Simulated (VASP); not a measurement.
Au, 1 atom in the cell. It takes space group Im-3m (No. 229, cubic). Conventional cell: a = 3.276 Å, b = 3.276 Å, c = 3.276 Å, α = 90.00°, β = 90.00°, γ = 90.00°. Au (site symmetry m-3m) has 8 Au at 2.84 Å as nearest neighbours. The cell was built by a generator and needn't be a form met in nature.

* Program: VASP 6.6.1
* Task: single point
* Functional: r2SCAN
* Potentials or basis: VASP PAW PBE potentials, release 64 (Au)
* Cutoff: 520 eV
* k mesh: 18 × 18 × 18
* Occupations: gaussian, width 0.05 eV
* Spin: no spin polarisation
* Dipole correction: no
* Further INCAR settings: ALGO = Normal; EDIFF = 1e-07; NBANDS = 12

Potentials or basis: VASP PAW PBE potentials, release 64 (Au).

Command:

```console
$ cat potpaw_PBE.64/Au/POTCAR > POTCAR
$ cp INCAR.step1 INCAR
$ mpirun -np 1 vasp_std > vasp.out
$ cp INCAR.step2 INCAR
$ mpirun -np 1 vasp_std > vasp.out
```

Hardware: 1 thread of Intel(R) Xeon(R) 6975P-C (Granite Rapids), on a shared host.

**Question.** How long does it take, and how much memory?

**Answer.** Run time: 47 s on 1 thread of Intel(R) Xeon(R) 6975P-C (Granite Rapids), on a shared host, peak memory 0.17 GiB. Counts: scf iterations 10, k points 195.
